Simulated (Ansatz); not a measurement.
Convergence notes, G0W0 on SnO (Pmn2_1)

A 4-atom cell of SnO (Pmn2_1) from a materials database, relaxed with r2SCAN+rVV10; one-shot G0W0 in Ansatz without spin-orbit coupling. Spin-unpolarised throughout; all numbers are computed.

```cif
data_structure
_symmetry_space_group_name_H-M 'P 1'
_symmetry_Int_Tables_number 1
_cell_length_a 3.3031
_cell_length_b 5.7577
_cell_length_c 4.0008
_cell_angle_alpha 90.000
_cell_angle_beta 90.000
_cell_angle_gamma 90.000
_cell_volume 76.09
loop_
_atom_site_label
_atom_site_type_symbol
_atom_site_fract_x
_atom_site_fract_y
_atom_site_fract_z
_atom_site_occupancy
Sn1 Sn 0.00000 0.22944 0.51726 1
Sn2 Sn 0.50000 0.77056 0.01726 1
O1 O 0.00000 0.89353 0.73274 1
O2 O 0.50000 0.10647 0.23274 1
```

Gaps are read over the mesh points alone. G0W0 here is at a finite number of bands, screening cutoff and k mesh, not at the basis limit.
```csv
start,potentials,frequency model,mesh,empty bands,screening cutoff (eV),Kohn-Sham gap (eV),G0W0 gap (eV),rough cost
r2SCAN,PAW,contour deformation,4×2×4,123,80,2.25,2.78,110 core-seconds
r2SCAN,PAW,contour deformation,4×2×4,286,140,2.25,2.92,7 core-minutes
r2SCAN,PAW,contour deformation,4×2×4,525,210,2.25,2.98,30 core-minutes
HSE06,PAW,contour deformation,4×2×4,286,140,2.66,3.11,11 core-minutes
LDA,PAW,contour deformation,4×2×4,286,140,1.89,2.72,7 core-minutes
PBE,PAW,contour deformation,4×2×4,286,140,1.93,2.69,6 core-minutes
r2SCAN,PAW,Godby-Needs pole,4×2×4,286,140,2.25,2.87,6 core-minutes
r2SCAN,PAW,contour deformation,6×4×6,123,80,1.97,2.38,12 core-minutes
r2SCAN,norm-conserving,contour deformation,4×2×4,286,140,2.26,2.91,18 core-minutes
```

The quasiparticle gap on this mesh is 2.98 eV (Γ to T), against 2.25 eV from r2SCAN: +0.73 eV. Renormalisation factors Z lie between 0.71 and 0.79.

Raising bands and cutoff together moves the gap by +0.14 eV (80 to 140 eV), then +0.06 eV (140 to 210 eV); the last step is still large, so the basis limit isn't reached. Starting from HSE06 (2.66 eV against r2SCAN's 2.25 eV) gives 3.11 eV, +0.19 eV from G0W0@r2SCAN at the same screening cutoff. Starting from LDA (1.89 eV against r2SCAN's 2.25 eV) gives 2.72 eV, -0.20 eV from G0W0@r2SCAN at the same screening cutoff. Starting from PBE (1.93 eV against r2SCAN's 2.25 eV) gives 2.69 eV, -0.23 eV from G0W0@r2SCAN at the same screening cutoff. The Godby-Needs plasmon pole differs from contour deformation by -0.05 eV. A 6×4×6 mesh in place of 4×2×4 changes the opening over r2SCAN by -0.13 eV (the gap on the mesh by -0.40 eV, the r2SCAN gap by -0.28 eV). Norm-conserving potentials (wave cutoff 1290 eV against 500 eV) shift the quasiparticle gap by -0.01 eV and the r2SCAN gap by +0.01 eV. r2SCAN runs take a wave cutoff of 500 eV.
